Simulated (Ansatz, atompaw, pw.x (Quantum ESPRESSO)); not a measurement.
## Equation-of-state test of one PAW (atompaw) potential (tungsten (W))

```json
{"Element": "W (Z = 74)", "Generator": "atompaw 4.2.0.5", "Type": "PAW", "Functional": "PBE", "Relativity": "scalar-relativistic", "Frozen core": "[Xe] 4f14", "Valence charge": "6", "Reference configuration": "5d4.5 6s1.5 6p0", "Partial waves": "6s (bound): rc 2.35 bohr; 6s channel at 1.15 Ry: rc 3.00 bohr; 6p (bound, empty): rc 3.00 bohr; 6p channel at 4.35 Ry: rc 3.00 bohr; 5d (bound): rc 1.50 bohr; 5d channel at 5 Ry: rc 1.50 bohr", "Local potential": "bessel scheme, radius 2.15 bohr", "Core correction": "smooth core density matched at 1.65 bohr", "Augmentation charge": "sinc compensation charge, radius 2.80 bohr; PAW radius 3.00 bohr; waves and projectors: custom rrkj vanderbiltortho"}
```

Crystal test: fcc W in pw.x 7.5, no spin, 14³ k-points, Fermi–Dirac smearing 0.01 Ry, cutoffs 60/600 Ry. The lattice is a test structure that the element need not adopt, and mesh and smearing are coarse.

pw.x input:

```
&control
  calculation='scf', prefix='x', pseudo_dir='./', outdir='./tmp', tstress=.true., disk_io='none'
/
&system
  ibrav=0, nat=1, ntyp=1, ecutwfc=60, ecutrho=600, nbnd=10,
  occupations='smearing', smearing='fd', degauss=0.01
/
&electrons
  conv_thr=1e-09, mixing_beta=0.4, electron_maxstep=70
/
ATOMIC_SPECIES
W 1.0 W.UPF
CELL_PARAMETERS angstrom
  0.00000000 2.01972156 2.01972156
  2.01972156 0.00000000 2.01972156
  2.01972156 2.01972156 0.00000000
ATOMIC_POSITIONS crystal
W 0.0000 0.0000 0.0000
K_POINTS automatic
14 14 14 0 0 0
```

```bash
pw.x < W.scf.in > W.scf.out
```

Problem. How does the run end?

Solution. It converges; the pressure is -1.21 GPa against -0.06 GPa from all-electron LAPW. The largest radius (3.00 bohr) exceeds half the bond length (2.70 bohr), so the spheres overlap, which is one possible source of error among others. The logarithmic derivative shows an extra or strongly shifted pseudo pole above the reference energy (s near 1.30 Ry). The log shows:

```
     iteration #  4     ecut=    60.00 Ry     beta= 0.40
     c_bands:  2 eigenvalues not converged
     c_bands:  1 eigenvalues not converged
     c_bands:  1 eigenvalues not converged
     c_bands:  1 eigenvalues not converged
     [... 8 repeated lines left out ...]
     negative rho (up, down):  5.071E-04 0.000E+00
     total energy              =    -655.14830092 Ry
     estimated scf accuracy    <       0.00019889 Ry
     [... 3 iterations left out ...]
     iteration #  8     ecut=    60.00 Ry     beta= 0.40
     negative rho (up, down):  5.018E-04 0.000E+00
     total energy              =    -655.14833378 Ry
     estimated scf accuracy    <          4.8E-09 Ry
     iteration #  9     ecut=    60.00 Ry     beta= 0.40
     negative rho (up, down):  5.017E-04 0.000E+00
     total energy              =    -655.14833378 Ry
     estimated scf accuracy    <          2.8E-09 Ry
     iteration # 10     ecut=    60.00 Ry     beta= 0.40
     negative rho (up, down):  5.016E-04 0.000E+00
     total energy              =    -655.14833378 Ry
     estimated scf accuracy    <          1.1E-09 Ry
     iteration # 11     ecut=    60.00 Ry     beta= 0.40
     negative rho (up, down):  5.015E-04 0.000E+00
     the Fermi energy is    14.4889 ev
!    total energy              =    -655.14833378 Ry
     estimated scf accuracy    <          2.9E-10 Ry
     smearing contrib. (-TS)   =      -0.00525216 Ry
     The total energy is F=E-TS. E is the sum of the following terms:
     one-electron contribution =      12.27172921 Ry
     hartree contribution      =       0.16966315 Ry
     xc contribution           =     -16.52503617 Ry
     ewald contribution        =     -21.62262478 Ry
     one-center paw contrib.   =    -629.43681303 Ry
     convergence has been achieved in  11 iterations
     negative rho (up, down):  5.015E-04 0.000E+00
          total   stress  (Ry/bohr**3)                   (kbar)     P=      -12.05
     Message from routine punch:
     Nothing written, as per user request (disk_io='none')
```
